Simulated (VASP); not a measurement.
Here is a VASP 6.6.1 calculation.

The input INCAR:

```
ALGO     = Normal         # electronic algorithm
EDIFF    = 1E-6           # SCF threshold, eV
ENCUT    = 520            # plane-wave cutoff, eV
GGA      = PS             # functional
ISIF     = 2              # what is computed and relaxed
ISMEAR   = 0              # smearing method
LASPH    = T              # aspherical terms in the spheres
LCHARG   = T              # write CHGCAR
LELF     = T              # ELF
LREAL    = F              # projectors in reciprocal space
LVHAR    = T            
LWAVE    = F              # write WAVECAR
NBANDS   = 11             # bands
NELM     = 80             # most SCF steps
PREC     = Accurate       # precision mode
SIGMA    = 0.1            # smearing width, eV
```

KPOINTS

```
k-points
0
Gamma
  6 6 6
```

The input POSCAR:

```
BeSe
1.0
    0.0000000000      2.5350000000      2.5350000000
    2.5350000000      0.0000000000      2.5350000000
    2.5350000000      2.5350000000      0.0000000000
Be Se
1 1
Direct
    0.0000000000      0.0000000000      0.0000000000
    0.7500000000      0.7500000000      0.7500000000
```

Potentials or basis: VASP PAW PBE potentials, release 64 (Be, Se).

Command:

```console
$ cat potpaw_PBE.64/Be/POTCAR potpaw_PBE.64/Se/POTCAR > POTCAR
$ mpirun -np 1 vasp_std > vasp.out
```

**Question.** Estimate the band gap on the k mesh.

**Answer.** 2.37 eV, indirect (least direct gap 4.55 eV).

**Question.** Estimate the pressure.

**Answer.** 3.3 GPa.

Caveat: the PAW data sets were made with another functional, which shifts forces and pressure a little. A hybrid or GW would open this gap; PBEsol tends to underestimate it.
